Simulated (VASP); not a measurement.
CaSe:

```
CELL_PARAMETERS angstrom
0.00000 3.30000 3.30000
3.30000 0.00000 3.30000
3.30000 3.30000 0.00000
ATOMIC_POSITIONS crystal
Se 0.25000 0.25000 0.25000
Ca 0.00000 0.00000 0.00000
```

The cell comes from a database or a generator and needn't be the stable form of this composition.

Base run:

```yaml
Program: VASP 6.6.1
Functional: PBE
Dispersion: ULG
Potentials_or_basis: VASP PAW PBE potentials, release 64 (Se, Ca_sv)
Cutoff: 520 eV
k_mesh: 7 × 7 × 7
Occupations: gaussian, width 0.01 eV
Spin: no spin polarisation
```

Its results: band gap on the k mesh 3.15 eV, indirect (least direct gap 3.24 eV); pressure -0.5 GPa.

**Question.** The run is repeated on the same cell with these changes: dispersion from ULG to none; occupations from gaussian, width 0.01 eV to gaussian, width 0.05 eV. What comes out?

**Answer.** Band gap on the k mesh 3.15 eV, indirect (least direct gap 3.24 eV); pressure -0.1 GPa.

Caveats: an odd mesh through Γ misses points on the zone boundary, where band edges often lie (some runs).
